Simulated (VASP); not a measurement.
## Mg2Ge in VASP 6.6.1, single-point calculation

INCAR

```
SIGMA = 0.02
EDIFF = 1E-7
LREAL = .FALSE.
IBRION = -1
ENCUT = 520
ISMEAR = -1
NSW = 0
PREC = Accurate
LCHARG = .FALSE.
NBANDS = 16
NELM = 62
GGA = PE
LASPH = .TRUE.
LWAVE = .FALSE.
ISIF = 2
```

KPOINTS

```
KPOINTS created by Atomic Simulation Environment
0
Monkhorst-Pack
8 8 8
0 0 0
```

POSCAR

```
Ge Mg
 1.0000000000000000
     0.0000000000000000    3.1194392128000001    3.1194392128000001
     3.1194392128000001    0.0000000000000000    3.1194392128000001
     3.1194392128000001    3.1194392128000001    0.0000000000000000
 Ge  Mg
   1   2
Cartesian
  0.0000000000000000  0.0000000000000000  0.0000000000000000
  1.5597196064000001  1.5597196064000001  1.5597196064000001
  4.6791588192000013  4.6791588192000013  4.6791588192000013
```

The recommended PBE PAW datasets give the neutral cell 18 valence electrons.

Command

```
mpirun -np 1 vasp_std
```

**Question.** Predict the outcome of this run.

**Answer.** It converged. Results: gap between bands v and c on the k mesh 0.28 eV; least direct gap on the k mesh 1.80 eV; pressure 5.0 GPa. Band v is the last that the valence electrons fill when counted band by band, and c is the next.

OSZICAR

```
N       E                     dE             d eps       ncg     rms          rms(c)
DAV:   1     0.876731863847E+02    0.87673E+02   -0.88024E+03  2064   0.193E+03
DAV:   2     0.297253622670E+01   -0.84701E+02   -0.81329E+02  2040   0.430E+02
DAV:   3    -0.844320521960E+01   -0.11416E+02   -0.11376E+02  2456   0.910E+01
DAV:   4    -0.875413168387E+01   -0.31093E+00   -0.31089E+00  2248   0.153E+01
DAV:   5    -0.876060770705E+01   -0.64760E-02   -0.64760E-02  2504   0.247E+00    0.337E+00
DAV:   6    -0.836956033208E+01    0.39105E+00   -0.42009E-01  2376   0.352E+00    0.179E+00
DAV:   7    -0.828416885367E+01    0.85391E-01   -0.24672E-01  2384   0.309E+00    0.535E-01
DAV:   8    -0.828509123078E+01   -0.92238E-03   -0.18356E-02  2480   0.194E+00    0.132E-01
DAV:   9    -0.828500541177E+01    0.85819E-04   -0.11802E-03  2472   0.578E-01    0.271E-02
DAV:  10    -0.828502224752E+01   -0.16836E-04   -0.58129E-05  2160   0.632E-02    0.101E-02
DAV:  11    -0.828502842330E+01   -0.61758E-05   -0.14231E-05  2120   0.360E-02    0.380E-03
DAV:  12    -0.828502858949E+01   -0.16619E-06   -0.14096E-06  2600   0.125E-02    0.954E-04
DAV:  13    -0.828502858320E+01    0.62878E-08   -0.14386E-07  2152   0.208E-03
   1 F= -.82850286E+01 E0= -.82850254E+01  d E =-.633450E-05
```

Standard output (part)

```
POSCAR found type information on POSCAR GeMg
 POSCAR found :  2 types and       3 ions
 LDA part: xc-table for (Slater+PW92), standard interpolation
 POSCAR, INCAR and KPOINTS ok, starting setup
 WAVECAR not read
 entering main loop
```

The shifted mesh misses Γ, so a band edge there is missed.

For comparison, a separate PBE run of the intended cell, on usual settings and not on those above, gives a gap of 0.08 eV on its mesh and a pressure of 5.0 GPa.
